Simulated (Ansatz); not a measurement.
# AlAs: the cost of one run

Program: Ansatz 0.2.0. Level of theory: DFT PBEsol, frozen-core PAW, scalar-relativistic unless said. These are calculated values, not measurements.

## (1) The starting structure

It takes space group F-43m (No. 216, cubic). The conventional cell has a = 5.661 Å, b = 5.661 Å, c = 5.661 Å, α = 90.00°, β = 90.00°, γ = 90.00°. Al (site symmetry -43m) is surrounded by 4 As at 2.45 Å. As (site symmetry -43m) is surrounded by 4 Al at 2.45 Å.

Coordinates:

```cif
data_structure
_symmetry_space_group_name_H-M 'F-43m'
_symmetry_Int_Tables_number 216
_cell_length_a 5.6608
_cell_length_b 5.6608
_cell_length_c 5.6608
_cell_angle_alpha 90.000
_cell_angle_beta 90.000
_cell_angle_gamma 90.000
_cell_volume 181.40
loop_
_atom_site_label
_atom_site_type_symbol
_atom_site_symmetry_multiplicity
_atom_site_Wyckoff_symbol
_atom_site_fract_x
_atom_site_fract_y
_atom_site_fract_z
_atom_site_occupancy
Al1 Al 4 a 0.00000 0.00000 0.00000 1
As1 As 4 c 0.25000 0.25000 0.25000 1
```

Cartesian axes are those of the input's lattice vectors. The structure goes back to a database entry.

## (2) Cell and atoms relaxed, PAW

Contents of input.yaml:

```yaml
crystal:
  lattice:
    - [0.0, 2.8304, 2.8304]
    - [2.8304, 0.0, 2.8304]
    - [2.8304, 2.8304, 0.0]
  atoms:
    - { symbol: Al, position: [0.0, 0.0, 0.0] }
    - { symbol: As, position: [0.75, 0.75, 0.75] }
kpoints:
  mp_grid: { grid: [12, 12, 12] }
scf:
  occupations: { method: fermi_dirac, width: 0.1 }
hamiltonian:
  xc: pbesol
  pseudopotentials: { kind: paw }
relax:
  f_tol: 0.002
  max_steps: 80
  cell: {}
output:
  forces: true
  stress: true
```

Command:

```
> ansatz run input.yaml --threads 1 --pin off --max-ram 3072MiB --backend cpu --events-out ev --progress --plain --runs-dir out
```

Q: Estimate wall time and peak memory on 1 thread of AMD EPYC 9R45 (Zen 5), shared host.

About 3.5 s, with a peak of 0.42 GiB.
